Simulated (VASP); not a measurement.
# Ti (Im-3m) in VASP: further runs, part 2 of 2

VASP 6.6.1. The steps go on from the part before.

## Step 4: Single point, PBEsol

The input, INCAR:

```
SYSTEM = Ti
ALGO     = Normal         ! electronic algorithm
EDIFF    = 1E-6           ! SCF threshold, eV
ENCUT    = 520            ! plane-wave cutoff, eV
GGA      = PS             ! functional
ISIF     = 2              ! what is computed and relaxed
ISMEAR   = 0              ! smearing method
LASPH    = .TRUE.         ! aspherical terms in the spheres
LCHARG   = .FALSE.        ! write CHGCAR
LREAL    = .FALSE.        ! projectors in reciprocal space
LWAVE    = .FALSE.        ! write WAVECAR
NBANDS   = 12             ! bands
NELM     = 100            ! most SCF steps
PREC     = Accurate       ! precision mode
SIGMA    = 0.1            ! smearing width, eV
```

The input, KPOINTS:

```
k-points
0
G
  8 8 8
  0 0 0
```

The input, POSCAR:

```
Ti
1.0
   -1.6051819953      1.6051819953      1.6051819953
    1.6051819953     -1.6051819953      1.6051819953
    1.6051819953      1.6051819953     -1.6051819953
Ti
1
Direct
    0.0000000000      0.0000000000      0.0000000000
```

Potentials or basis: VASP PAW PBE potentials, release 64 (Ti_sv).

The run is started by

```bash
$ cat potpaw_PBE.64/Ti_sv/POTCAR > POTCAR
$ mpirun -np 1 vasp_std > vasp.out
```

OUTCAR:

```text
SYSTEM = Ti
   EDIFF = 1E-6
   ENCUT = 520
   GGA = PS
   ISIF = 2
   ISMEAR = 0
   LASPH = .TRUE.
   LREAL = .FALSE.
   NELM = 100
   PREC = Accurate

 ion  position               nearest neighbor table
   1  0.000  0.000  0.000-

  LATTYP: Found a body centered cubic cell.
 ALAT       =     3.2103639906

  Lattice vectors:

 A1 = (  -1.6051819953,   1.6051819953,   1.6051819953)
 A2 = (   1.6051819953,  -1.6051819953,   1.6051819953)
 A3 = (   1.6051819953,   1.6051819953,  -1.6051819953)

Analysis of symmetry for initial positions (statically):
=====================================================================
 Subroutine PRICEL returns:
 Original cell was already a primitive cell.

 Routine SETGRP: Setting up the symmetry group for a
 body centered cubic supercell.

 Subroutine GETGRP returns: Found 48 space group operations
 (whereof 48 operations were pure point group operations)
 out of a pool of 48 trial point group operations.

The static configuration has the point symmetry O_h .

Analysis of symmetry for dynamics (positions and initial velocities):
=====================================================================
 Subroutine PRICEL returns:
 Original cell was already a primitive cell.

 Routine SETGRP: Setting up the symmetry group for a
 body centered cubic supercell.

 Subroutine GETGRP returns: Found 48 space group operations
 (whereof 48 operations were pure point group operations)
 out of a pool of 48 trial point group operations.

The dynamic configuration has the point symmetry O_h .

 Subroutine INISYM returns: Found 48 space group operations
 (whereof 48 operations are pure point group operations),
 and found     1 'primitive' translations

----------------------------------------------------------------------------------------

                                     Primitive cell

  volume of cell :      16.5437

  direct lattice vectors                    reciprocal lattice vectors
    -1.605181995  1.605181995  1.605181995     0.000000000  0.311491159  0.311491159
     1.605181995 -1.605181995  1.605181995     0.311491159  0.000000000  0.311491159
     1.605181995  1.605181995 -1.605181995     0.311491159  0.311491159  0.000000000

  length of vectors
     2.780256771  2.780256771  2.780256771     0.440515022  0.440515022  0.440515022

  position of ions in fractional coordinates (direct lattice)
     0.000000000  0.000000000  0.000000000

  ion indices of the primitive-cell ions
   primitive index   ion index
                 1           1

----------------------------------------------------------------------------------------

 KPOINTS: k-points

Automatic generation of k-mesh.
 Grid dimensions read from file:
 generate k-points for:    8    8    8

 Generating k-lattice:

  Cartesian coordinates                     Fractional coordinates (reciprocal lattice)
     0.000000000  0.038936395  0.038936395     0.125000000  0.000000000  0.000000000
     0.038936395  0.000000000  0.038936395     0.000000000  0.125000000  0.000000000
     0.038936395  0.038936395  0.000000000     0.000000000  0.000000000  0.125000000

  Length of vectors
     0.055064378  0.055064378  0.055064378

  Shift w.r.t. Gamma in fractional coordinates (k-lattice)
     0.000000000  0.000000000  0.000000000

 Subroutine IBZKPT returns following result:
 ===========================================

 Found     29 irreducible k-points:

 Following reciprocal coordinates:
            Coordinates               Weight
  0.000000  0.000000  0.000000      1.000000
  0.125000  0.000000  0.000000     12.000000
  0.250000  0.000000  0.000000     12.000000
  0.375000  0.000000  0.000000     12.000000
  0.500000  0.000000  0.000000      6.000000
  0.125000  0.125000  0.000000     24.000000
[... 16 lines left out ...]
 -0.250000  0.250000  0.250000      6.000000
 -0.375000  0.375000  0.250000     24.000000
 [... further k-points ...]
   k-points           NKPTS =     29   k-points in BZ     NKDIM =     29   number of bands    NBANDS=     12
   number of dos      NEDOS =    301   number of ions     NIONS =      1
   total plane-waves  NPLWV =  13824
   dimension x,y,z NGX =    24 NGY =   24 NGZ =   24
   dimension x,y,z NGXF=    48 NGYF=   48 NGZF=   48
   ions per type =               1
   NGX,Y,Z   is equivalent  to a cutoff of  14.35, 14.35, 14.35 a.u.
   NGXF,Y,Z  is equivalent  to a cutoff of  28.70, 28.70, 28.70 a.u.
 SYSTEM =  Ti
   PREC   = accura    normal or accurate (medium, high low for compatibility)
   ISTART =      0    job   : 0-new  1-cont  2-samecut
   ICHARG =      2    charge: 1-file 2-atom 10-const
   ISPIN  =      1    spin polarized calculation?
   LNONCOLLINEAR =      F non collinear calculations
   LSORBIT =      F    spin-orbit coupling
   LASPH  =      T    aspherical Exc in radial PAW
   ENCUT  =  520.0 eV  38.22 Ry    6.18 a.u.   5.17  5.17  5.17*2*pi/ulx,y,z
   NELM   =    100;   NELMIN=  2; NELMDL= -5     # of ELM steps
   EDIFF  = 0.1E-05   stopping-criterion for ELM
   LREAL  =      F    real-space projection
   EDIFFG = 0.1E-04   stopping-criterion for IOM
   NSW    =      0    number of steps for IOM
   IBRION =     -1    ionic relax: 0-MD 1-quasi-New 2-CG
   NFREE  =      0    steps in history (QN), initial steepest desc. (CG)
   ISIF   =      2    stress and relaxation
   ISYM   =      2    0-nonsym 1-usesym 2-fastsym
   POTIM  = 0.5000    time-step for ionic-motion
   TEBEG  =    0.0;   TEEND  =   0.0 temperature during run
   PSTRESS=    0.0 pullay stress
   NELECT =      12.0000    total number of electrons
   NUPDOWN=      -1.0000    fix difference up-down
   EMIN   =  10.00;   EMAX   =-10.00  energy-range for DOS
   EFERMI =   0.00;   METHOD = LEGACY
   ISMEAR =     0;   SIGMA  =   0.10  broadening in eV -4-tet -1-fermi 0-gaus
   EFERMI_NEDOS =   21; number of points for ismear=-14 and -15
   IALGO  =     38    algorithm
   IMIX   =      4    mixing-type and parameters
     AMIX     =   0.40;   BMIX     =  1.00
     AMIX_MAG =   1.60;   BMIX_MAG =  1.00
  volume/ion in A,a.u.               =      16.54       111.64
  Fermi-wavevector in a.u.,A,eV,Ry     =   1.470926  2.779648 29.437902  2.163625
  Thomas-Fermi vector in A             =   2.586124
   LORBIT       =      0    0 simple, 1 ext, 2 COOP (PROOUT), +10 PAW based schemes
   GGA     = PS    functional components
   LHFCALC =     F    Hartree Fock is set to
   AEXX    =    0.0000 exact exchange contribution
   IVDW    =     0    specifies the selected vdW correction
   LEPSILON=     F    determine dielectric tensor
   LRPA    =     F    only Hartree local field effects (RPA)
 non-spin polarized calculation
 Gauss-broadening in eV      SIGMA  =   0.10
  energy-cutoff  :      520.00
  volume of cell :       16.54
 maximum number of plane-waves:       466
 NGX is ok and might be reduce to    24
   NGX = 11   NGY = 11   NGZ = 11

 number of electron      12.0000000 magnetization

 Free energy of the ion-electron system (eV)
  ---------------------------------------------------
  ext. energy  EPLUGINS =         0.00000000
  ---------------------------------------------------
  free energy    TOTEN  =        -8.24371951 eV

  energy without entropy =       -8.23302741  energy(sigma->0) =       -8.23837346

 E-fermi :   8.4557     XC(G=0): -11.8661

 val. band max:        8.4357466082   @ k =   0.2500   0.2500   0.0000
 cond. band min:       8.4630453171   @ k =  -0.2500   0.2500   0.2500
 fundamental gap:      0.0272987090
 Fermi energy:         8.4557016566

 k-point     1 :       0.0000    0.0000    0.0000
  band No.  band energies     occupation
      1     -47.7377      2.00000
      2     -23.6258      2.00000
      3     -23.6258      2.00000
      4     -23.6258      2.00000
      5       2.4135      2.00000
      6       9.4930      0.00000
      7       9.4930      0.00000
      8       9.4930      0.00000
      9      11.3745      0.00000
     10      11.3745      0.00000
     11      26.2364      0.00000
     12      26.2364      0.00000
[... 331 lines left out ...]
 k-point    24 :      -0.3750    0.3750    0.2500
  band No.  band energies     occupation
      1     -47.5388      2.00000
      2     -24.2138      2.00000
      3     -23.9845      2.00000
      4     -23.9135      2.00000
      5       6.6695      2.00000
      6       7.5676      2.00000
      7       9.8371      0.00000
      8      10.3653      0.00000
      9      12.0855      0.00000
     10      13.2393      0.00000
     11      20.2125      0.00000
     12      22.0775      0.00000

 [... further k-points ...]

------------------------ aborting loop because EDIFF is reached ----------------------------------------

  FORCE on cell =-STRESS in cart. coord.  units (eV):
  Direction    XX          YY          ZZ          XY          YZ          ZX
  --------------------------------------------------------------------------------------
  -------------------------------------------------------------------------------------
  Total       -0.0295843     -0.0295843     -0.0295843      0.0000000      0.0000000      0.0000000
  in kB       -2.8650968     -2.8650968     -2.8650968      0.0000000      0.0000000      0.0000000
  external PRESSURE =      -2.8650968 kB  Pullay stress =       0.0000000 kB

 VOLUME and BASIS-vectors are now :
 -----------------------------------------------------------------------------
  energy-cutoff  :      520.00
  volume of cell :       16.54
      direct lattice vectors                 reciprocal lattice vectors
    -1.605181995  1.605181995  1.605181995     0.000000000  0.311491159  0.311491159
     1.605181995 -1.605181995  1.605181995     0.311491159  0.000000000  0.311491159
     1.605181995  1.605181995 -1.605181995     0.311491159  0.311491159  0.000000000

 POSITION                                       TOTAL-FORCE (eV/Angst)
 -----------------------------------------------------------------------------------
      0.00000      0.00000      0.00000        -0.000000     -0.000000      0.000000
 -----------------------------------------------------------------------------------
    total drift:                                0.000000      0.000000      0.000000

  FREE ENERGIE OF THE ION-ELECTRON SYSTEM (eV)
  ---------------------------------------------------
  free  energy   TOTEN  =        -8.2437195138 eV

  energy  without entropy=       -8.2330274089  energy(sigma->0) =       -8.23837346
```

Wall time 2.8 s (1 thread of Intel Xeon 6975P-C (Granite Rapids), shared host); peak memory 0.13 GiB.

What came out:

| Property | Result |
| --- | --- |
| Free energy | -8.2437 eV |
| Pressure | -0.3 GPa |
| Band gap on the k mesh | none (metal or under the smearing width) |

Caveat: the PAW data sets were made with another functional, which shifts forces and pressure a little.

## Step 5: Summary

| task | cell | k mesh | cutoff (eV) | gap on the mesh (eV) | pressure (GPa) |
| --- | --- | --- | --- | --- | --- |
| single point | as given | 18 × 18 × 18 | 520 | none | -0.3 |
| relaxation of cell and atoms | relaxed | 18 × 18 × 18 | 600 | none | 0.0 |
| single point | as given | 8 × 8 × 8 | 520 | none | -0.3 |

Alike in all rows: level PBEsol; potentials or basis VASP PAW PBE potentials, release 64 (Ti_sv); no spin polarisation; smearing gaussian 0.1 eV.

Caveats: the PAW data sets were made with another functional, which shifts forces and pressure a little.

Total energies depend on the potentials used, so only differences within one code and one set of settings carry meaning.
